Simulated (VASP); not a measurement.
## Si: QSGW quasiparticle levels with PBE

Crystal: Si.

```
Si
1.0
     0.00000    2.72185    2.72185
     2.72185    0.00000    2.72185
     2.72185    2.72185    0.00000
Si
2
Direct
  0.50000 0.50000 0.50000
  0.75000 0.75000 0.75000
```

```json
{
  "Program": "VASP 6.6.1",
  "Task": "QSGW quasiparticle levels",
  "Functional": "PBE",
  "Potentials or basis": "VASP PAW PBE potentials, release 64 (Si_GW)",
  "Cutoff": "450 eV",
  "k mesh": "4 × 4 × 4",
  "Occupations": "gaussian, width 0.01 eV",
  "Spin": "no spin polarisation",
  "Cutoff of the response function": "150",
  "Frequency points": "64",
  "Empty bands": "168",
  "GW scheme": "QSGW",
  "GW iterations": "4",
  "Further INCAR settings": "ALGO = QPGW; EDIFF = 1e-08; NBANDS = 172"
}
```

| Property | Result |
| --- | --- |
| Band gap on the k mesh, mean-field level | 0.71 eV, indirect (least direct gap 2.54 eV) |
| Quasiparticle gap | 1.38 eV |
| Least direct quasiparticle gap | 3.44 eV |

Levels at points of the mesh, in eV from the valence-band top:
| k point | band 2 | band 3 | band 4 | band 5 | band 6 | band 7 |
| --- | --- | --- | --- | --- | --- | --- |
| (0.00, 0.00, 0.00) | 0.00 | 0.00 | 0.00 | 2.54 | 2.54 | 2.54 |
| (0.50, 0.00, 0.00) | -6.95 | -1.20 | -1.20 | 1.50 | 3.32 | 3.32 |
| (0.50, 0.50, 0.00) | -7.80 | -2.84 | -2.84 | 0.71 | 0.71 | 10.04 |

Quasiparticle gap after each update of the energies (eV): 1.21, 1.32, 1.36, 1.38

Run time: 12 min on 1 thread of AMD EPYC 9R45 96-Core Processor (Zen 5), on a shared host, peak memory 0.7 GiB.

Caveat: the k mesh is coarse (spacing up to 0.50 Å⁻¹), so the values aren't converged; bands, screening cutoff and mesh are small and nothing is extrapolated, so the quasiparticle values aren't converged. A k mesh can miss the band edges.
